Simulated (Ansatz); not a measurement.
Crystal: Ce.

```
Ce
1.0
     0.00000    2.58060    2.58060
     2.58060    0.00000    2.58060
     2.58060    2.58060    0.00000
Ce
1
Direct
  0.00000 0.00000 0.00000
```

Alike in all runs: program Ansatz 0.2.0; functional PBEsol; potentials or basis Ansatz PAW; cutoff 420 eV (not typed: the program's choice for these potentials); k mesh 9 × 9 × 9; occupations fermi-dirac, width 0.05 eV.

The same cell was started in several ways:

```tsv
start	free energy over the lowest (meV/atom)	net moment (μB)	site or absolute moments (μB)	gap
collinear spin, random start of up to 1.01 μB	0.0	0.77	Ce +0.68	none (metal or under the smearing width)
collinear spin, ferromagnetic start of up to 2.5 μB	0.0	0.77	Ce +0.68	none (metal or under the smearing width)
no spin polarisation	5.0	-	-	none (metal or under the smearing width)
collinear spin, ferromagnetic start of up to 1 μB	0.0	0.77	Ce +0.68	none (metal or under the smearing width)
```

Allowing spin polarisation gains 5 meV/atom. A still lower state may exist.

Caveats: the magnetic or orbital state may not be the lowest (some runs); spin-orbit coupling is left out, which moves the levels of the heavy elements (some runs).
